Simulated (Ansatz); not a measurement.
**What a change of settings does: S (omega type)**

First run: DFT, PBE, all-electron PAW with datasets made for the crystal, scalar-relativistic (Ansatz 0.2.0).

Command: `ansatz run input.yaml --threads 1 --pin off --max-ram 3072MiB --backend cpu --events-out ev --progress --plain --runs-dir out` It took 6.8 s on 1 thread of Arm Neoverse V1, on a shared host, peak memory 0.37 GiB.

```yaml
crystal:
  lattice:
    - [4.1713092919, 0.0, 0.0]
    - [-2.085654646, 3.6124598138, 0.0]
    - [0.0, 0.0, 2.2495938252]
  atoms:
    - { symbol: S, position: [0.0, 0.0, 0.0] }
    - { symbol: S, position: [0.3333333333, 0.6666666667, 0.5] }
    - { symbol: S, position: [0.6666666667, 0.3333333333, 0.5] }
kpoints:
  mp_grid: { grid: [8, 8, 11] }
scf:
  occupations: { method: fermi_dirac, width: 0.1 }
hamiltonian:
  xc: pbe
  pseudopotentials: { kind: all_electron, datasets: crystal }
output:
  forces: true
  stress: true
  eigenvalues: true
```

The cell comes from a relaxation on PAW files under the same functional, begun from a prototype that needn't be the stable phase.

This run: volume at 0.4 of the series' base cell.

It converges in 9 SCF iterations at a pressure of 59.1 GPa.

A second run of a changed input logged this at its end:

```
Error: inconsistent input (magnetization.spin_polarized): false but per-atom `spin:`, `per_species`, `initial_magnetization`, `magnetic_field`, or `spin_locking` is set
```

Task: What was wrong with the input?

Result: The fault: a moment without spin polarisation, by this change (others could give a like log):
```diff
   atoms:
-    - { symbol: S, position: [0.0, 0.0, 0.0] }
+    - { symbol: S, position: [0.0, 0.0, 0.0], spin: 2.0 }
   occupations: { method: fermi_dirac, width: 0.1 }
+  max_iter: 60
 hamiltonian:
```
